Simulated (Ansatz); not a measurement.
Moving the choice of potentials or basis in FeAl

The structure is cubic, space group Pm-3m (No. 221). Conventional cell: a = 2.910 Å, b = 2.910 Å, c = 2.910 Å, α = 90.00°, β = 90.00°, γ = 90.00°. Fe (site symmetry m-3m) has 8 Al at 2.52 Å as nearest neighbours. Al (site symmetry m-3m) is surrounded by 8 Fe at 2.52 Å.

Kept alike: task band structure; functional PBE; k mesh 9 × 9 × 9; occupations fermi-dirac, width 0.05 eV; collinear spin, ferromagnetic start. Program: Ansatz. Cutoffs run from 420 to 1605 eV. The mesh is that of the run's cell of 2 atoms. No spin-orbit coupling.

| choice of potentials or basis | pressure (GPa) | moment of the cell (μB) |
| --- | --- | --- |
| Ansatz NC | -6.13 | 0.67 |
| Ansatz PAW | -6.11 | 0.66 |
| Ansatz PAW (files of its older set among them) | -6.13 | 0.66 |
| JTH PAW | -6.49 | 0.67 |
| PseudoDojo standard (PBE files) | -6.11 | 0.71 |
| PseudoDojo stringent (PBE files) | -6.22 | 0.69 |
| SPMS NC | -6.28 | 0.68 |
| SSSP efficiency PAW | -5.91 | 0.66 |

Pressure is positive in compression, with a Pulay correction for the finite cutoff. For a metal such a mesh leaves the last digits unconverged. The runs hold the magnetic state that their start led to, which needn't be the lowest.

Question: What does the choice of potentials or basis change here?

Answer: The pressure runs from -6.49 (JTH PAW) to -5.91 GPa (SSSP efficiency PAW). The moment of the cell runs from 0.66 (Ansatz PAW; Ansatz PAW (files of its older set among them); SSSP efficiency PAW) to 0.71 μB (PseudoDojo standard (PBE files)).
